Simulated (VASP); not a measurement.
Input of a VASP 6.6.1 run:

INCAR

```
SYSTEM = Al27O
PREC = Accurate ; ENCUT = 520
EDIFF = 1E-6 ; ISMEAR = -1
SIGMA = 0.15 ; LREAL = Auto
LASPH = .True. ; NELM = 80
ALGO = Fast ; ISIF = 2
LWAVE = .False. ; LCHARG = .False.
GGA = PS ; NBANDS = 64
```

Contents of KPOINTS:

```
regular mesh
0
Gamma
  2 2 1
  0 0 0
```

POSCAR

```
Al27O
1.0
    8.5913470000      0.0000000000      0.0000000000
    4.2956740000      7.4403250000      0.0000000000
    0.0000000000      0.0000000000     17.6765370000
Al O
27 1
Direct
    0.1111123195      0.1111107378      0.0565721668
    0.4444477091      0.1111107378      0.0565721668
    0.7777830988      0.1111107378      0.0565721668
    0.1111138883      0.4444429511      0.0565721668
    0.4444492779      0.4444429511      0.0565721668
    0.7777730280      0.4444429511      0.0565721668
    0.1111154570      0.7777751644      0.0565721668
    0.4444508467      0.7777751644      0.0565721668
    0.7777745968      0.7777751644      0.0565721668
   -0.1426702120      0.2318447111      0.1997619783
    0.2404256498      0.2264417213      0.1943763080
    0.5208771288      0.2657007590      0.1832598772
   -0.1236760309      0.5473282417      0.1790961657
    0.2283630680      0.5637656957      0.2029413340
    0.5500949974      0.5713056889      0.1884645166
   -0.1213614390      0.9039927691      0.1713457789
    0.1903927832      0.9353758068      0.1820662045
    0.5765275852      0.8788728987      0.2208803681
   -0.0456410719     -0.0462748603      0.3163119564
    0.3190191890     -0.0244209762      0.3722561721
    0.5797155644      0.0656154133      0.3549733752
   -0.0029104862      0.2653378717      0.3268683227
    0.3050278169      0.4065951420      0.3353484905
    0.6336639294      0.3521620359      0.3123292758
   -0.0175502046      0.6470416279      0.3232250751
    0.3575434083      0.6803869455      0.3262573433
    0.6957451521      0.6159945970      0.3271738124
    0.7324410300      0.1605440623      0.3711077571
```

Potentials or basis: VASP PAW PBE potentials, release 64 (Al, O).

Launch:

```bash
$ cat potpaw_PBE.64/Al/POTCAR potpaw_PBE.64/O/POTCAR > POTCAR
$ mpirun -np 1 vasp_std > vasp.out
```

Q: Predict the band gap on the k mesh.

A: None (metal or under the smearing width).

Q: What does it give for the largest force?

A: 2.220 eV/Å.

Forces on the atoms (eV/Å):
```
Al   0.089  0.393 -0.297
Al  -0.125 -0.115  0.300
Al   0.074  0.517 -0.481
Al  -0.027 -0.026  0.081
Al   0.000  0.476 -0.232
Al  -0.183 -0.158 -0.156
Al   0.203 -0.284 -0.118
Al   0.053  0.102  0.201
Al  -0.276 -0.073 -0.201
Al   0.446 -0.148 -1.082
Al  -0.828 -0.091  0.212
Al   0.453 -1.311  0.274
Al   0.819  0.048  0.836
Al  -0.630  1.289 -0.761
Al  -0.178  0.599 -0.290
Al  -0.281 -0.538  1.198
Al   0.429 -1.061  0.967
Al  -0.207  0.600 -0.300
Al   0.531  1.243  0.511
Al   0.241  0.601 -0.461
Al   0.069 -0.029 -0.297
Al   0.866  0.397 -0.021
Al  -0.583 -0.961  0.113
Al   0.088  0.295  0.474
Al  -0.557  0.024 -0.120
Al  -0.555  0.236 -0.356
Al   0.356  0.174  0.086
O   -0.288 -2.200 -0.080
```

Caveat: the k mesh is coarse (spacing up to 0.42 Å⁻¹), so the values aren't converged; the PAW data sets were made with another functional, which shifts forces and pressure a little; an odd number of electrons without spin polarisation forces a metal; a magnetic or distorted state may lie lower.
